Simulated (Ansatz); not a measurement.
Response of Ir to small distortions

```yaml
crystal:
  lattice:
    - [0.00000, 1.91970, 1.91970]
    - [1.91970, 0.00000, 1.91970]
    - [1.91970, 1.91970, 0.00000]
  atoms:
    - { symbol: Ir, position: [0.00000, 0.00000, 0.00000] }
```

The cell comes from COD entry 9008470, which wasn't checked; take it as a given geometry.

No spin–orbit coupling, which matters for the heavy atoms here.

Method: Ansatz 0.2.0, DFT, PBE, all-electron LAPW, scalar-relativistic.

The runs use a Γ-centred 15×15×15 k mesh, Fermi–Dirac smearing of 0.05 eV, basis error target 0.5 meV/atom, no spin polarisation.

The unchanged cell is at 8.85 GPa.

In a metal, stresses and small energies carry noise from the k mesh.

x, y and z are the Cartesian axes of the cell as listed; fractional coordinates follow a strain, and an engineering shear is twice the off-diagonal strain component.

Problem. One change gave: energy change +4 meV/atom; stress change (xx, yy, zz, yz, xz, xy) 0.15, 0.15, 0.15, -2.85, -2.85, -2.85 GPa, compression positive. Which change was it?
A. equal xy, yz and zx engineering shear strains of -2 %
B. equal xy, yz and zx engineering shear strains of -3 %
C. equal xy, yz and zx engineering shear strains of +1 %
D. equal xy, yz and zx engineering shear strains of +3 %
E. equal xy, yz and zx engineering shear strains of +2 %
F. equal xy, yz and zx engineering shear strains of -1 %

Solution. C. For equal xy, yz and zx engineering shear strains of -3 %: energy change +34 meV/atom; stress change (xx, yy, zz, yz, xz, xy) 1.33, 1.33, 1.33, 8.40, 8.40, 8.40 GPa, compression positive. For equal xy, yz and zx engineering shear strains of -1 %: energy change +4 meV/atom; stress change (xx, yy, zz, yz, xz, xy) 0.15, 0.15, 0.15, 2.81, 2.81, 2.81 GPa, compression positive. For equal xy, yz and zx engineering shear strains of +2 %: energy change +15 meV/atom; stress change (xx, yy, zz, yz, xz, xy) 0.60, 0.60, 0.60, -5.76, -5.76, -5.76 GPa, compression positive. For equal xy, yz and zx engineering shear strains of -2 %: energy change +15 meV/atom; stress change (xx, yy, zz, yz, xz, xy) 0.59, 0.59, 0.59, 5.61, 5.61, 5.61 GPa, compression positive. For equal xy, yz and zx engineering shear strains of +3 %: energy change +34 meV/atom; stress change (xx, yy, zz, yz, xz, xy) 1.37, 1.37, 1.37, -8.66, -8.66, -8.66 GPa, compression positive.
